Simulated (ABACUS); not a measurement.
Set up this calculation in ABACUS 3.10.1, as the native input.

```
Task                                          : single point
Functional                                    : PBE
Potentials or basis                           : PseudoDojo NC SR 0.4.1 PBE standard
Cutoff                                        : 1102 eV
Density cutoff                                : 4408 eV
Basis                                         : plane waves
k mesh                                        : 10 × 10 × 10
Occupations                                   : fermi-dirac, width 0.05 eV
Spin                                          : no spin polarisation
Radial cutoff of the potentials (pseudo_rcut) : 10 bohr
SCF threshold on the density                  : 1e-08
Max SCF steps                                 : 100
Eigensolver                                   : dav
Mixing                                        : broyden
Mixing share                                  : 0.7
Symmetry key                                  : 1
```

The system is MoS2.

```
CELL_PARAMETERS angstrom
1.58550 0.91539 6.11500
-1.58550 0.91539 6.11500
0.00000 -1.83078 6.11500
ATOMIC_POSITIONS crystal
Mo 0.00526 0.98847 0.00654
S 0.24910 0.25717 0.23994
S 0.74176 0.73264 0.76980
```

The cell isn't the ideal one: atoms moved at random, drawn with an rms of 0.05 Å.

The input as run:

INPUT

```
INPUT_PARAMETERS
suffix              MoS2
calculation         scf
basis_type          pw
pseudo_dir          ./
symmetry            1
dft_functional      pbe
ecutwfc             81
pseudo_rcut         10
nspin               1
nbands              17
ks_solver           dav
smearing_method     fd
smearing_sigma      0.00367493
scf_thr             1e-08
scf_nmax            100
mixing_type         broyden
mixing_beta         0.7
cal_force           1
cal_stress          1
out_chg             1
out_pot             2
out_elf             1
```

STRU

```
ATOMIC_SPECIES
Mo 95.9500 Mo.upf
S 32.0600 S.upf

LATTICE_CONSTANT
1.8897261246

LATTICE_VECTORS
1.5855000000 0.9153888518 6.1149966667
-1.5855000000 0.9153888518 6.1149966667
0.0000000000 -1.8307777036 6.1149966667

ATOMIC_POSITIONS
Direct

Mo
0.0
1
0.0052620000 -0.0115280000 0.0065370000 1 1 1

S
0.0
2
0.2490960000 0.2571700000 0.2399380000 1 1 1
0.7417570000 0.7326440000 0.7698040000 1 1 1
```

KPT

```
K_POINTS
0
Gamma
10 10 10 0 0 0
```

Potentials or basis: PseudoDojo NC SR 0.4.1 PBE standard, plane waves.

Command:

```bash
$ OMP_NUM_THREADS=1 mpirun -np 4 abacus > log
```

It gave:

- Pressure: 8.9 GPa
- Largest force: 1.613 eV/Å
- Band gap on the k mesh: none (metal or under the smearing width)

Caveat: the cell's inner coordinates are idealised or old, which leaves forces on the atoms.

Wall time 14 min on 4 MPI ranks on Intel(R) Xeon(R) Platinum 8259CL CPU @ 2.50GHz (Skylake/Cascade Lake) (shared host), peak memory 1 GiB a rank.
